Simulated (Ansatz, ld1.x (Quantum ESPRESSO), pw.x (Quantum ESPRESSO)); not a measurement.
## Which Mg potential is closest to all-electron in the fcc crystal?

All use PBE, scalar-relativistic, no spin, cutoffs from each file’s atomic test, pw.x 7.5; 13³ k-points, Fermi–Dirac smearing 0.01 Ry. Δ is the rms difference from all-electron LAPW of the E(V) curves that follow from fits to the pressures, over ±6 % in volume. Mesh and smearing are coarse and serve the comparison alone. The files are a selection: those with a ghost or negative overlap were mostly not run, and those with noisy or unconverged pressures or nearly equal Δ are left out.

All-electron: a0 = 4.524 Å (V0 = 23.15 Å³/atom), B0 = 35.0 GPa.

Rank them by Δ, smallest first.
A. norm-conserving RRKJ (Kleinman–Bylander form), ld1.x (Quantum ESPRESSO) 7.5, PBE; core [Ne], reference 3s2 3p0; waves: 3s (bound): rc 2.35 bohr; 3p (bound, empty): rc 2.85 bohr; 3d channel at 0.35 Ry: rc 2.20 bohr; local part: all-electron potential smoothed inside 2.60 bohr (lloc = -2); core correction: none; rho0 0.01.
B. norm-conserving RRKJ (Kleinman–Bylander form), ld1.x (Quantum ESPRESSO) 7.5, PBE; core [Ne], reference 3s2 3p0; waves: 3s (bound): rc 2.75 bohr; 3d channel at 0.05 Ry: rc 2.75 bohr; 3p (bound, empty): rc 2.70 bohr; local part: the p channel; core correction: Bessel-smoothed model core inside 1.70 bohr.
C. ultrasoft, ld1.x (Quantum ESPRESSO) 7.5, PBE; core [Ne], reference 3s2 3p0; waves: 3s (bound): rcut 1.60, rcutus 2.20 bohr; 3s channel at 1.05 Ry: rcut 1.60, rcutus 2.20 bohr; 3p (bound, empty): rcut 2.45, rcutus 2.90 bohr; 3p channel at 1.85 Ry: rcut 2.45, rcutus 2.90 bohr; 3d channel at 0.2 Ry: rcut 2.10, rcutus 2.35 bohr; 3d channel at 2.8 Ry: rcut 2.10, rcutus 2.35 bohr; local part: all-electron potential smoothed inside 1.85 bohr (lloc = -1); core correction: none; augmentation: PSQ, inside the norm-conserving radii.
D. norm-conserving Troullier–Martins (Kleinman–Bylander form), ld1.x (Quantum ESPRESSO) 7.5, PBE; core [Ne], reference 3s1.75 3p0.25; waves: 3s (bound): rc 2.40 bohr; 3p (bound): rc 2.50 bohr; 3d channel at 0.2 Ry: rc 2.60 bohr; local part: the d channel; core correction: Bessel-smoothed model core inside 1.60 bohr.

B (0.2 meV/atom), D (1.5 meV/atom), A (2.7 meV/atom), C (4.7 meV/atom).
